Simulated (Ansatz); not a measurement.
InN (wurtzite), relaxed with HSE06 (Ansatz, an electronic-structure program, plane waves, PAW): a = 3.5379 Å, b = 3.5379 Å, c = 5.7010 Å, α = 90.00°, β = 90.00°, γ = 120.00°.

| Item | Result |
|---|---|
| gap (eV) | 0.72 |
| B₀ by P(V) fit (GPa) | 144 |

### Question
The same phase is relaxed and computed with PBE in the same code. What are the cell and these values now?

### Answer
a = b = 3.5806 Å, c = 5.7878 Å, α = β = 90.00°, γ = 120.00°.

- gap (eV): none
- B₀ by P(V) fit (GPa): 121

All cells were relaxed under the symmetry of their starts (and spin orders); stability against distortions was not tested throughout. Spin–orbit coupling is left out wherever it is not named.

Potentials: the later of the program's two PAW sets.

Ansatz is a plane-wave DFT program.
